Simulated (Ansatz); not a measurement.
# TaSi2: the cost of one run

Computed with Ansatz 0.2.0 (DFT PBE, scalar-relativistic, plane waves, PAW, unless a step's input says otherwise).

1 further run of the same task is left out (set aside as unsound or not needed).

## (1) The structure to begin with

The structure is tetragonal, space group I4/mmm (No. 139). The conventional cell has a = 3.229 Å, b = 3.229 Å, c = 7.867 Å, α = 90.00°, β = 90.00°, γ = 90.00°. Si (site symmetry 4mm) is surrounded by 5 Si at 2.60 to 2.64 Å and 5 W at 2.63 Å. W (site symmetry 4/mmm) is surrounded by 10 Si at 2.63 Å.

As a file:

```cif
data_structure
_symmetry_space_group_name_H-M 'P 1'
_symmetry_Int_Tables_number 1
_cell_length_a 4.5481
_cell_length_b 4.5481
_cell_length_c 4.5481
_cell_angle_alpha 138.415
_cell_angle_beta 138.415
_cell_angle_gamma 60.268
_cell_volume 41.01
loop_
_atom_site_label
_atom_site_type_symbol
_atom_site_fract_x
_atom_site_fract_y
_atom_site_fract_z
_atom_site_occupancy
Si1 Si 0.33457 0.33457 0.00000 1
Si2 Si 0.66543 0.66543 0.00000 1
W1 W 0.00000 0.00000 0.00000 1
```

It is the result of an earlier relaxation at this level (volume 13.67 Å³/atom; gap on the mesh: none (metal)).

## (2) W → Ta: the starting cell

TaSi2 starts from the relaxed positions of Si2W, with all lengths scaled by 1.014, a guess from tabulated radii.

## (3) Probe: one point at the start (TaSi2)

Input file input.yaml:

```yaml
crystal:
  lattice:
    - [-1.6369702065, 1.6369702065, 3.9881639665]
    - [1.6369702065, -1.6369702065, 3.9881639665]
    - [1.6369702065, 1.6369702065, -3.9881639665]
  atoms:
    - { symbol: Si, position: [0.3345744057, 0.3345744057, 0.0] }
    - { symbol: Si, position: [0.6654255943, 0.6654255943, 0.0] }
    - { symbol: Ta, position: [0.0, 0.0, 0.0] }
basis:
  ecutwfc: 420
kpoints:
  mp_grid: { grid: [8, 8, 8] }
hamiltonian:
  xc: pbe
scf:
  occupations: { method: gaussian, width: 0.1 }
output:
  forces: true
  stress: true
  eigenvalues: true
```

On the command line:

```sh
$ ansatz run input.yaml --threads 1 --pin off --max-ram 2560MiB --backend cpu --events-out ev --progress --plain --runs-dir out
```

**Question.** How long does this run take on 1 thread of Intel Xeon at 2.50GHz (Skylake/Cascade Lake), shared host, and how much memory does it need?

About 5.5 s, with a peak of 0.36 GiB.
